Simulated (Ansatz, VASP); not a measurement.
## PtS2 in VASP and in Ansatz

```xyz
3
Lattice="3.3660 0.0000 0.0000 -1.6830 2.9151 0.0000 0.0000 0.0000 5.2907" Properties=species:S:1:pos:R:3 pbc="T T T"
Pt    0.0000    0.0000    0.0000
S     0.0000    1.9434    1.3227
S     1.6830    0.9717    3.9681
```

Change from the starting cell: strain -0.050 along x and y, +0.050 along z, atoms carried along.

Alike in both runs: task single point; functional PBE; k mesh 12 × 12 × 8; occupations gaussian, width 0.05 eV; no spin polarisation.

```csv
,VASP,Ansatz
version,VASP 6.6.1,Ansatz 0.2.0
potentials or method,"VASP PAW PBE potentials, release 64 (Pt, S)","scalar-relativistic, plane waves, PAW"
plane-wave cutoff (eV),520,420
valence electrons in the cell,22,30
```

VASP gave:

| Property | Result |
| --- | --- |
| gap on the k mesh at the Fermi level (eV) | 0.78 |
| least direct gap on the mesh (eV) | 0.97 |
| pressure (GPa) | 14.4 |
| largest component of the traceless stress (GPa) | 8.61 |
| rms of the force components (eV/Å) | 0.060 |

**Question.** What did Ansatz give for the same quantities?

**Answer.** gap on the k mesh at the Fermi level (eV): 0.77; least direct gap on the mesh (eV): 0.97; pressure (GPa): 14.9; largest component of the traceless stress (GPa): 8.72; rms of the force components (eV/Å): 0.083.

Atom by atom the forces differ by 0.023 eV/Å (rms over components). The functional is the same, so the differences come from potentials, cutoffs and numerics. The two sets of potentials don't hold the same shells in valence.

Caveats: spin-orbit coupling is left out, which moves the levels of the heavy elements; the cell's inner coordinates are idealised or old, which leaves forces on the atoms. A k mesh can miss the band edges.
